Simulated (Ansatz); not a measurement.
Crystal: PbS.

```
Pb S
1.0
     2.07995   -5.99130    0.00000
     2.07995    5.99130    0.00000
     0.00000    0.00000    4.27932
Pb S
2 2
Cartesian
  2.0800 4.4268 1.0698
  2.0800 -4.4268 3.2095
  2.0800 1.7399 1.0698
  2.0800 -1.7399 3.2095
```

Measurements of this composition are mostly on another form, of space group No. 225.

- Program: Ansatz 0.2.0
- Task: relaxation of cell and atoms
- Functional: BLYP
- Dispersion: D4
- Potentials or basis: Ansatz PAW
- Cutoff: 420 eV (not typed: the program's choice for these potentials)
- k mesh: 7 × 7 × 6
- Occupations: fermi-dirac, width 0.05 eV
- Spin: no spin polarisation

At the start: volume 26.66 Å³/atom.

Task: Where does the relaxation end?

Result: It ends after 16 steps and the volume is 28.46 Å³/atom (+6.7 %); space group Cmcm (No. 63, to 0.05 Å).

Step by step:
```
step  energy change (eV)  largest force (eV/Å)  volume (Å³)
   1              0.0000                0.2401       106.65
   2             -0.0128                0.0268       106.70
   3             -0.0133                0.0146       106.32
   4             -0.0136                0.0051       106.99
   5             -0.0139                0.0083       107.54
   6             -0.0202                0.0458       109.07
   7             -0.1198                0.0842       112.83
   8             -0.1354                0.0442       115.57
   9             -0.1444                0.0282       114.34
  10             -0.1452                0.0277       113.69
  11             -0.1453                0.0173       113.88
  12             -0.1454                0.0165       113.86
  13             -0.1454                0.0136       113.79
  14             -0.1454                0.0111       113.79
  15             -0.1454                0.0058       113.84
  16             -0.1462                0.0058       113.84
```

Final structure:
```
Pb S
1.0
     2.11742   -6.03746    0.00000
     2.11742    6.03746    0.00000
     0.00000    0.00000    4.45250
Pb S
2 2
Cartesian
  2.1174 4.4305 1.1131
  2.1174 -4.4305 3.3394
  2.1174 1.7034 1.1131
  2.1174 -1.7034 3.3394
```

Caveat: the plane-wave basis is chosen anew once the cell has moved, so the energies of steps on either side of that aren't comparable; the PAW data sets come from PBE, with cores solved anew for the run's functional, which leaves a small shift of forces and pressure.
